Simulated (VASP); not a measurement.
A run of VASP 6.6.1:

INCAR

```
PREC     = Accurate       # precision mode
ENCUT    = 600            # plane-wave cutoff, eV
EDIFF    = 1E-7           # SCF threshold, eV
ISMEAR   = 0              # smearing method
SIGMA    = 0.05           # smearing width, eV
LREAL    = False          # projectors in reciprocal space
LASPH    = True           # aspherical terms in the spheres
NELM     = 60             # most SCF steps
ALGO     = Fast           # electronic algorithm
ISIF     = 3              # what is computed and relaxed
LWAVE    = False          # write WAVECAR
LCHARG   = False          # write CHGCAR
GGA      = PE             # functional
IBRION   = 2              # ionic algorithm
NSW      = 40             # ionic steps
EDIFFG   = -0.005         # ionic threshold
```

KPOINTS

```
regular mesh
0
Gamma
  16 9 7
```

Contents of POSCAR:

```
B
1.0
    1.6245600000      0.0000000000      0.0000000000
    0.0000000000      2.8661500000      0.0000000000
    0.0000000000      0.0000000000      3.9144000000
B
2
Direct
    0.0000000000      0.5000000000      0.6092600000
    0.5000000000      0.0000000000      0.3907400000
```

Potentials or basis: VASP PAW PBE potentials, release 64 (B).

Command:

```console
$ cat potpaw_PBE.64/B/POTCAR > POTCAR
$ mpirun -np 1 vasp_std > vasp.out
```

Hardware: 1 thread of Intel(R) Xeon(R) 6975P-C (Granite Rapids) (shared host).

Estimate the wall time of this run.

Wall time 67 s on 1 thread of Intel(R) Xeon(R) 6975P-C (Granite Rapids), with other jobs on the host, peak memory 0.15 GiB. Counts: scf iterations 118, k points 180, ion steps 22.
